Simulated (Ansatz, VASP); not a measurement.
# HgSe (mix): VASP beside Ansatz

```
Hg Se
1.0
     0.00000    3.13013    3.13013
     3.13013    0.00000    3.13013
     3.13013    3.13013    0.00000
Hg Se
1 1
Direct
  0.00000 0.00000 0.00000
  0.25000 0.25000 0.25000
```

Alike in both runs: functional PBE; k mesh 12 × 12 × 12; occupations gaussian, width 0.1 eV; no spin polarisation.

Ansatz relaxed the structure, and its values are those at the end. VASP's run is a single point on that final structure, the one shown.

```csv
,VASP,Ansatz
version,VASP 6.6.1,Ansatz 0.2.0
potentials or method,"VASP PAW PBE potentials, release 64 (Hg, Se)","scalar-relativistic, plane waves, PAW"
plane-wave cutoff (eV),520,420
valence electrons in the cell,18,36
```

```csv
,VASP,Ansatz,Ansatz less VASP
gap on the k mesh at the Fermi level (eV),none,none,-
pressure (GPa),0.2,0.0,-0.18
```

A gap of «none» marks a metal or a gap that the smearing closes. The two sets of potentials don't hold the same shells in valence.

Spin-orbit coupling is left out, which matters for the levels of Hg.
